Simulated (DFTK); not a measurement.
# NiO (Fm-3m) in DFTK: a series of runs

The runs below take NiO through band structure, equation of state, single point, with PBE, PBEsol, AM05.

Everything below comes from runs of DFTK 0.8.2. Logs are shortened: lines on timing, memory, paths and dates and some standing lists are left out, and cuts for length are marked.

**Experimental background.**

“Local correlations, non-local screening, multiplets, and band formation in NiO”, 2012, arxiv:1210.6675 quotes, for a bulk crystal of NiO: band gap 4.3 eV.

The runs below are set against these values where they give the same quantity.

## (1) The crystal as given

The structure is cubic, space group Fm-3m (No. 225). The conventional cell has a = 4.172 Å, b = 4.172 Å, c = 4.172 Å, α = 90.00°, β = 90.00°, γ = 90.00°. Ni (site symmetry m-3m) has 6 O at 2.09 Å as nearest neighbours. Around O (site symmetry m-3m) lie 6 Ni at 2.09 Å.

## (2) Band structure, PBE, collinear spin, ferromagnetic start

Input file run.jl:

```julia
using DFTK
using PseudoPotentialData
using Unitful, UnitfulAtomic
using LinearAlgebra, Printf
include("save.jl")
disable_threading()

lines     = readlines("NiO.xyz")
cell_ang  = reshape(parse.(Float64, split(match(r"Lattice=\"([^\"]+)\"", lines[2])[1])), 3, 3)
lattice   = austrip(1u"Å") * cell_ang
symbols   = [Symbol(split(l)[1]) for l in lines[3:end]]
positions = [round.(cell_ang \ parse.(Float64, split(l)[2:4]); digits=9) for l in lines[3:end]]
pseudopotentials = Dict(:Ni => "Ni.upf", :O => "O.upf")
elements = Dict(s => ElementPsp(s, pseudopotentials; rcut=10.0) for s in unique(symbols))
atoms    = [elements[s] for s in symbols]
magnetic_moments = [1.0, 0.0]

build_model(lattice, positions; symmetries=true) =
    model_DFT(lattice, atoms, positions;
              functionals=PBE(),
              magnetic_moments,
              spin_polarization=:collinear,
              temperature=austrip(0.05u"eV"),
              smearing=Smearing.FermiDirac(),
              symmetries)
Ecut  = 30.0  # hartree
kgrid = [10, 10, 10]
tol   = 1e-6
to_GPa = ustrip(uconvert(u"GPa", 1u"hartree/bohr^3"))

model = build_model(lattice, positions)
basis = PlaneWaveBasis(model; Ecut, kgrid)
display(basis)
scfres = self_consistent_field(basis;
                               tol,
                               ρ=guess_density(basis, magnetic_moments),
                               nbandsalg=AdaptiveBands(model; n_bands_converge=17))
display(scfres.energies)
@printf "Fermi level: %.6f eV\n" ustrip(auconvert(u"eV", something(scfres.εF, NaN)))
forces = compute_forces_cart(scfres)
println("Forces (eV/Å)")
for (s, f) in zip(symbols, forces)
    @printf "%-3s %12.6f %12.6f %12.6f\n" s ustrip.(auconvert.(u"eV/Å", f))...
end
stress = compute_stresses_cart(scfres)
println("Stress (GPa)")
display(round.(stress * to_GPa; digits=4))
@printf "Total moment: %.4f μB\n" sum(spin_density(scfres.ρ)) * scfres.basis.dvol
println("Levels at the first k-point (eV): ", round.(ustrip.(auconvert.(u"eV", scfres.eigenvalues[1][1:scfres.n_bands_converge])); digits=4))
save_scf!(scfres; forces, stress)

points = Dict("G" => [0.0, 0.0, 0.0], "K" => [0.375, 0.375, 0.75], "L" => [0.5, 0.5, 0.5], "U" => [0.625, 0.25, 0.625], "W" => [0.5, 0.25, 0.75], "X" => [0.5, 0.0, 0.5])
segments = [("G", "X", 7), ("X", "W", 4), ("W", "K", 3), ("K", "G", 7), ("G", "L", 6), ("L", "U", 4), ("U", "W", 3), ("W", "L", 5), ("L", "K", 4), ("U", "X", 3)]
kcoords = vcat([[points[a] + t * (points[b] - points[a]) for t in range(0, 1, n)] for (a, b, n) in segments]...)
bands = compute_bands(scfres, ExplicitKpoints(kcoords); n_bands=19, tol=1e-5)
for (k, ε) in zip(bands.basis.kpoints, bands.eigenvalues)
    @printf "%d %8.4f %8.4f %8.4f " k.spin k.coordinate...
    println(join([@sprintf("%9.4f", e) for e in ustrip.(auconvert.(u"eV", ε .- scfres.εF))]))
end
results["band_energies"] = rows(bands.eigenvalues); results["band_kpoints"] = rows(kcoords)
```

Input file NiO.xyz:

```xyz
2
Lattice="0.0000000000 2.0859016414 2.0859016414 2.0859016414 0.0000000000 2.0859016414 2.0859016414 2.0859016414 0.0000000000" Properties=species:S:1:pos:R:3 pbc="T T T"
Ni     0.0000000000      0.0000000000      0.0000000000
O      2.0859016414      2.0859016414      2.0859016414
```

Potentials or basis: SPMS 1.0 (PBE).

On the command line:

```console
> julia --threads=1 run.jl  # save.jl only writes the numbers to a file and isn't shown; printed stress counts tension as positive; times include loading and compiling
```

What it wrote:

```text
PlaneWaveBasis discretization:

    Ecut                 : 30.0 Ha
    fft_size             : (30, 30, 30), 27000 total points
    kgrid                : MonkhorstPack([10, 10, 10])
    num.   red. kpoints  : 1000
    num. irred. kpoints  : 47

    Discretized Model(gga_x_pbe+gga_c_pbe, 3D):
        lattice (in Bohr)    : [0         , 3.94178   , 3.94178   ]
                               [3.94178   , 0         , 3.94178   ]
                               [3.94178   , 3.94178   , 0         ]
        unit cell volume     : 122.49 Bohr³

        atoms                : NiO
        atom potentials      : ElementPsp(:Ni, "Ni.upf")
                               ElementPsp(:O, "O.upf")

        num. electrons       : 24
        spin polarization    : collinear
        temperature          : 0.0018375 Ha
        smearing             : DFTK.Smearing.FermiDirac()

        terms                : Kinetic()
                               AtomicLocal()
                               AtomicNonlocal()
                               Ewald(nothing)
                               PspCorrection()
                               Hartree()
                               Xc(gga_x_pbe, gga_c_pbe)
                               Entropy()
n     Energy            log10(ΔE)   log10(Δρ)   Magnet   |Magn|   Diag   Δtime
---   ---------------   ---------   ---------   ------   ------   ----   ------
  1   -172.7390877256                   -0.63    0.778    0.778    4.8    10.5s
  2   -172.7595158171       -1.69       -0.90    0.807    0.808    1.0    5.39s
  3   -172.7614214252       -2.72       -1.17    0.909    0.909    2.2    6.25s
  4   -172.7620673509       -3.19       -1.35    1.040    1.040    1.0    4.79s
  5   -172.7623816729       -3.50       -1.46    1.146    1.147    1.0    4.79s
  6   -172.7629087041       -3.28       -1.87    1.504    1.508    1.4    5.16s
  7   -172.7631076374       -3.70       -2.38    1.628    1.634    2.0    5.90s
  8   -172.7631285293       -4.68       -2.62    1.622    1.628    1.6    5.60s
  9   -172.7631328276       -5.37       -3.28    1.587    1.593    1.5    5.37s
 10   -172.7631335750       -6.13       -3.65    1.589    1.596    2.2    6.95s
 11   -172.7631336424       -7.17       -3.90    1.591    1.597    1.5    5.47s
 12   -172.7631336526       -7.99       -4.19    1.592    1.599    1.2    4.07s
 13   -172.7631336547       -8.66       -4.78    1.592    1.599    2.0    6.73s
 14   -172.7631336548      -10.29       -5.01    1.592    1.599    1.5    5.42s
 15   -172.7631336548      -10.91       -5.52    1.592    1.599    1.3    4.26s
 16   -172.7631336548      -10.42       -6.02    1.592    1.599    2.0    6.36s
Energy breakdown (in Ha):
    Kinetic             75.7047676
    AtomicLocal         -141.6669164
    AtomicNonlocal      -13.7448855
    Ewald               -119.6116538
    PspCorrection       5.1949773
    Hartree             44.3183413
    Xc                  -22.9572945
    Entropy             -0.0004697

    total               -172.763133654840
Fermi level: 9.662747 eV
Forces (eV/Å)
Ni     -0.000000    -0.000000    -0.000000
O       0.000000     0.000000    -0.000000
Stress (GPa)
3×3 StaticArraysCore.SMatrix{3, 3, Float64, 9} with indices SOneTo(3)×SOneTo(3):
  6.9148  -0.0      0.0
  0.0      6.9148  -0.0
 -0.0      0.0      6.9148
Total moment: 1.5924 μB
Levels at the first k-point (eV): [-94.3251, -54.9157, -54.9157, -54.9157, -10.6809, 6.6553, 6.6553, 6.6553, 6.665, 6.665, 7.1921, 7.1921, 7.1921, 11.3511, 27.6494, 28.6907, 28.6907]
1   0.0000   0.0000   0.0000 -103.9878 -64.5784 -64.5784 -64.5784 -20.3437  -3.0074  -3.0074  -3.0074  -2.9977  -2.9977  -2.4706  -2.4706  -2.4706   1.6883  17.9867  19.0280  19.0280  19.0280  22.4285
1   0.0833   0.0000   0.0833 -103.9876 -64.5804 -64.5792 -64.5792 -20.2404  -4.3704  -3.3613  -3.3613  -2.9752  -2.5313  -2.1043  -2.1043  -2.0540   2.3573  16.3658  18.2688  18.2688  19.9070  21.1795
1   0.1667   0.0000   0.1667 -103.9869 -64.5857 -64.5814 -64.5814 -19.9611  -5.6761  -3.7967  -3.7967  -2.9136  -2.6961  -1.6612  -1.6612  -1.6163   3.8900  14.8069  16.3577  17.2493  17.2493  24.3095
1   0.2500   0.0000   0.2500 -103.9860 -64.5928 -64.5843 -64.5843 -19.5909  -6.5951  -4.0984  -4.0984  -2.9182  -2.8290  -1.4755  -1.4010  -1.4010   5.4772  13.2947  13.6755  16.6707  16.6707  27.3232
1   0.3333   0.0000   0.3333 -103.9850 -64.5997 -64.5873 -64.5873 -19.2432  -6.9920  -4.2473  -4.2473  -3.1365  -2.7432  -1.5877  -1.3478  -1.3478   6.4469  11.3182  12.9245  16.5540  16.5540  28.5064
1   0.4167   0.0000   0.4167 -103.9844 -64.6048 -64.5894 -64.5894 -19.0111  -6.9754  -4.2912  -4.2912  -3.2941  -2.6802  -1.9060  -1.4120  -1.4120   6.4951  10.6975  12.4997  16.6759  16.6759  28.8423
[... 84 lines left out ...]
2   0.5625   0.1250   0.5625 -102.8798 -63.1250 -63.1105 -63.1077 -18.4157  -6.4646  -4.6445  -4.0661  -2.1927  -0.6538  -0.5965   0.0859   0.3238   7.1899  10.9740  12.0560  16.8714  17.5758  28.9477
2   0.5000   0.0000   0.5000 -102.8798 -63.1263 -63.1085 -63.1085 -18.4446  -6.5660  -3.8716  -3.8716  -2.6901  -0.6207  -0.6207  -0.2822   0.2538   6.7121  11.0028  12.5937  17.0962  17.0962  29.1250
```

Run time: 3.4 min. Hardware: 1 thread of Intel Xeon Platinum 8259CL at 2.50GHz (Skylake/Cascade Lake), shared host; peak memory 1.6 GiB.

Results:

* Free energy: -4701.1244 eV
* Band gap on the k mesh: none (metal or under the smearing width)
* Net moment: 1.59 μB per cell
* Absolute moment: 1.60 μB per cell
* Site moments: Ni +1.32; O +0.27 μB

Levels at the corners of the path, in eV from the Fermi level:
Spin up:
```tsv
point	band 10	band 11	band 12	band 13	band 14	band 15	band 16	band 17
Γ	-3.00	-2.47	-2.47	-2.47	1.69	17.99	19.03	19.03
X	-2.66	-2.10	-1.46	-1.46	6.35	10.66	12.36	16.75
W	-1.74	-1.74	-1.46	-1.13	8.66	10.79	10.79	13.61
K	-1.72	-1.58	-1.36	-1.07	7.99	10.44	10.62	15.98
Γ	-3.00	-2.47	-2.47	-2.47	1.69	17.99	19.03	19.03
L	-1.77	-1.25	0.37	0.37	5.74	10.09	14.21	14.21
U	-1.72	-1.58	-1.36	-1.07	7.99	10.44	10.62	15.98
W	-1.74	-1.74	-1.46	-1.13	8.66	10.79	10.79	13.61
L	-1.77	-1.25	0.37	0.37	5.74	10.09	14.21	14.21
K	-1.72	-1.58	-1.36	-1.07	7.99	10.44	10.62	15.98
U	-1.72	-1.58	-1.36	-1.07	7.99	10.44	10.62	15.98
X	-2.66	-2.10	-1.46	-1.46	6.35	10.66	12.36	16.75
```
Spin down:
```tsv
point	band 7	band 8	band 9	band 10	band 11	band 12	band 13	band 14	band 15	band 16
Γ	-2.53	-2.53	-1.71	-1.71	-1.71	-0.70	-0.70	1.99	17.93	19.22
X	-3.87	-3.87	-2.69	-0.62	-0.62	-0.28	0.25	6.71	11.00	12.59
W	-5.75	-5.18	-0.97	-0.97	-0.62	0.12	0.89	9.12	11.08	11.08
K	-5.80	-4.44	-1.54	-0.75	-0.54	0.39	0.90	8.35	10.74	10.93
Γ	-2.53	-2.53	-1.71	-1.71	-1.71	-0.70	-0.70	1.99	17.93	19.22
L	-4.84	-4.84	-0.83	-0.83	-0.46	2.12	2.12	5.89	10.56	14.43
U	-5.80	-4.44	-1.54	-0.75	-0.54	0.39	0.90	8.35	10.74	10.93
W	-5.75	-5.18	-0.97	-0.97	-0.62	0.12	0.89	9.12	11.08	11.08
L	-4.84	-4.84	-0.83	-0.83	-0.46	2.12	2.12	5.89	10.56	14.43
K	-5.80	-4.44	-1.54	-0.75	-0.54	0.39	0.90	8.35	10.74	10.93
U	-5.80	-4.44	-1.54	-0.75	-0.54	0.39	0.90	8.35	10.74	10.93
X	-3.87	-3.87	-2.69	-0.62	-0.62	-0.28	0.25	6.71	11.00	12.59
```

Caveat: the cutoff is short for these potentials, so energies and forces aren't converged, fitted volumes are rough and the log's stress (off by 3 to 10 GPa or more in trials) isn't used; a cell with one magnetic atom can't hold antiferromagnetic order, which such compounds often take; semilocal functionals often make such compounds metallic where correlation or magnetic order opens a gap, which also shifts bond lengths.

## (3) Band structure, PBEsol, collinear spin, ferromagnetic start

run.jl: that of step 2 with these lines changed.

```diff
@@ -7,7 +7,11 @@
 
-lines     = readlines("NiO.xyz")
-cell_ang  = reshape(parse.(Float64, split(match(r"Lattice=\"([^\"]+)\"", lines[2])[1])), 3, 3)
-lattice   = austrip(1u"Å") * cell_ang
-symbols   = [Symbol(split(l)[1]) for l in lines[3:end]]
-positions = [round.(cell_ang \ parse.(Float64, split(l)[2:4]); digits=9) for l in lines[3:end]]
+lines = readlines("NiO.cif")
+tag(name) = parse(Float64, split(only(filter(startswith(name), lines)))[2])
+a, b, c = tag.(["_cell_length_a", "_cell_length_b", "_cell_length_c"])
+α, β, γ = deg2rad.(tag.(["_cell_angle_alpha", "_cell_angle_beta", "_cell_angle_gamma"]))
+cx, cy  = cos(β), (cos(α) - cos(β) * cos(γ)) / sin(γ)
+lattice = austrip(1u"Å") * [a b*cos(γ) c*cx; 0 b*sin(γ) c*cy; 0 0 c*sqrt(1 - cx^2 - cy^2)]
+sites     = split.(lines[findlast(startswith("_atom_site_"), lines)+1:end])
+symbols   = [Symbol(s[2]) for s in sites]
+positions = [parse.(Float64, s[5:7]) for s in sites]
 pseudopotentials = Dict(:Ni => "Ni.upf", :O => "O.upf")
@@ -19,3 +23,3 @@
     model_DFT(lattice, atoms, positions;
-              functionals=PBE(),
+              functionals=PBEsol(),
               magnetic_moments,
```

Input file NiO.cif:

```cif
data_NiO
_cell_length_a 2.94991039
_cell_length_b 2.94991039
_cell_length_c 2.94991039
_cell_angle_alpha 60.00000000
_cell_angle_beta 60.00000000
_cell_angle_gamma 60.00000000
_space_group_name_H-M_alt 'P1'
_space_group_name_Hall 'P 1'
_space_group_IT_number 1
loop_
_space_group_symop_operation_xyz
'x,y,z'
loop_
_atom_site_label
_atom_site_type_symbol
_atom_site_symmetry_multiplicity
_atom_site_Wyckoff_symbol
_atom_site_fract_x
_atom_site_fract_y
_atom_site_fract_z
_atom_site_occupancy
Ni1 Ni 1 a 0.0000000000 0.0000000000 0.0000000000 1
O1 O 1 a 0.5000000000 0.5000000000 0.5000000000 1
```

Potentials or basis: SPMS 1.0 (PBE).

On the command line:

```console
> julia --threads=1 run.jl  # save.jl only writes the numbers to a file and isn't shown; printed stress counts tension as positive; times include loading and compiling
```

Run time: 3.6 min. Hardware: 1 thread of Intel Xeon Platinum 8259CL at 2.50GHz (Skylake/Cascade Lake), shared host; peak memory 1.6 GiB.

Results (log left out):

```
Free energy            : -4694.6757 eV
Band gap on the k mesh : none (metal or under the smearing width)
Net moment             : 0.51 μB per cell
Absolute moment        : 0.51 μB per cell
Site moments           : Ni +0.44; O +0.07 μB
```

Levels at the corners of the path, in eV from the Fermi level:
Spin up:
```csv
point,band 11,band 12,band 13,band 14,band 15,band 16
Γ,-1.91,-1.91,-1.91,1.58,17.71,18.98
X,-1.04,-0.81,-0.81,6.34,10.51,12.37
W,-1.17,-0.81,-0.29,8.66,10.68,10.68
K,-0.83,-0.76,-0.28,7.97,10.38,10.48
Γ,-1.91,-1.91,-1.91,1.58,17.71,18.98
L,-0.70,1.02,1.02,5.57,10.05,14.12
U,-0.83,-0.76,-0.28,7.97,10.38,10.48
W,-1.17,-0.81,-0.29,8.66,10.68,10.68
L,-0.70,1.02,1.02,5.57,10.05,14.12
K,-0.83,-0.76,-0.28,7.97,10.38,10.48
U,-0.83,-0.76,-0.28,7.97,10.38,10.48
X,-1.04,-0.81,-0.81,6.34,10.51,12.37
```
Spin down:
| point | band 10 | band 11 | band 12 | band 13 | band 14 | band 15 |
| --- | --- | --- | --- | --- | --- | --- |
| Γ | -1.64 | -1.64 | -1.29 | -1.29 | 1.67 | 17.71 |
| X | -0.89 | -0.51 | -0.51 | -0.35 | 6.47 | 10.61 |
| W | -0.94 | -0.51 | -0.48 | 0.32 | 8.80 | 10.78 |
| K | -0.65 | -0.47 | -0.19 | 0.31 | 8.09 | 10.48 |
| Γ | -1.64 | -1.64 | -1.29 | -1.29 | 1.67 | 17.71 |
| L | -0.78 | -0.42 | 1.55 | 1.55 | 5.63 | 10.18 |
| U | -0.65 | -0.47 | -0.19 | 0.31 | 8.09 | 10.48 |
| W | -0.94 | -0.51 | -0.48 | 0.32 | 8.80 | 10.78 |
| L | -0.78 | -0.42 | 1.55 | 1.55 | 5.63 | 10.18 |
| K | -0.65 | -0.47 | -0.19 | 0.31 | 8.09 | 10.48 |
| U | -0.65 | -0.47 | -0.19 | 0.31 | 8.09 | 10.48 |
| X | -0.89 | -0.51 | -0.51 | -0.35 | 6.47 | 10.61 |

Caveat: the cutoff is short for these potentials, so energies and forces aren't converged, fitted volumes are rough and the log's stress (off by 3 to 10 GPa or more in trials) isn't used; the potentials were made for another functional, which shifts forces and pressure; a cell with one magnetic atom can't hold antiferromagnetic order, which such compounds often take; semilocal functionals often make such compounds metallic where correlation or magnetic order opens a gap, which also shifts bond lengths.

(Continued in part 2 of 2.)
